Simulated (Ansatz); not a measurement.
## Computed properties of YN

```
Y N
1.0
     0.00000    2.43850    2.43850
     2.43850    0.00000    2.43850
     2.43850    2.43850    0.00000
Y N
1 1
Direct
  0.00000 0.00000 0.00000
  0.50000 0.50000 0.50000
```

Atom numbers follow the list: Y1, N2.

The cell is COD entry 9008768, as deposited and not checked against the literature; nothing was relaxed.

All numbers are computed: DFT, PBE, all-electron LAPW, scalar-relativistic (Ansatz 0.2.0); DFT, PBE, PAW with Ansatz's default frozen-core files, scalar-relativistic (Ansatz 0.2.0).

For LAPW: a Γ-centred 11×11×11 k mesh, Fermi–Dirac smearing of 0.03 eV, basis error target 1 meV/atom, no spin polarisation. PAW takes a cutoff of 420 eV at this cell. The Ansatz runs share mesh, smearing and spin set-up. Values come from LAPW unless marked.

```yaml
Löwdin_charges_with_0.04_e_of_the_cell_spilling_out_of_the_atomic_basis_so_their_sizes_and_signs_hang_on_that_basis: Y1 0.81, N2 -0.76 e
Volume_per_atom: 14.50 Å³
```

Problem. Give the computed value. Bader charges (from the PAW run).

Solution. Y1 +1.88, N2 -1.88 e.

Problem. Smallest direct gap on the path: what does the calculation give?

Solution. 0.56 eV.

Problem. Predict this quantity. Band gap.

Solution. 0.18 eV, indirect from Γ to X (0.5, 0, 0.5) (so small a gap may close at points that the mesh and path miss).

Problem. Pressure at this cell: what does the calculation give?

Solution. 2.96 GPa.
